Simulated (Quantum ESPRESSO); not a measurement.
## ZrC under changes of volume

One of the cells (13.228 Å³/atom); the others are scaled copies at fixed shape and fractional positions:

```
Zr C
1.0
     0.00000    2.36500    2.36500
     2.36500    0.00000    2.36500
     2.36500    2.36500    0.00000
Zr C
1 1
Direct
  0.50000 0.50000 0.50000
  0.00000 0.00000 0.00000
```

| Property | Result |
| --- | --- |
| Program | Quantum ESPRESSO 7.5 |
| Functional | PBEsol |
| Potentials or basis | GBRV 1.5 PBEsol |
| Cutoff | 612 eV |
| Density cutoff | 4898 eV |
| k mesh | 10 × 10 × 10 |
| Occupations | fermi-dirac, width 0.05 eV |
| Spin | no spin polarisation |

```csv
volume (Å³/atom),energy over the lowest point (meV/atom),pressure (GPa)
12.434,4.84,5.5
12.699,0.00,0.3
12.963,3.33,-4.4
13.228,14.01,-8.6
13.493,31.31,-12.4
13.757,54.57,-15.8
14.022,?,?
```

**Question.** What does the run at 14.022 Å³/atom give?

**Answer.** Energy over the lowest point 83.20 meV/atom; pressure -18.9 GPa.

Worked out: A Birch-Murnaghan fit of order 3 (a polynomial in V^(-2/3)) to the other rows has its minimum at 12.72 Å³/atom with B0 = V·E''(V) = 235 GPa and B' = 3.9. It gives 83.31 meV/atom at 14.022 Å³/atom, against the run's 83.20, and -dE/dV = -18.9 GPa, against -18.9.

Energies are extrapolated to zero smearing.
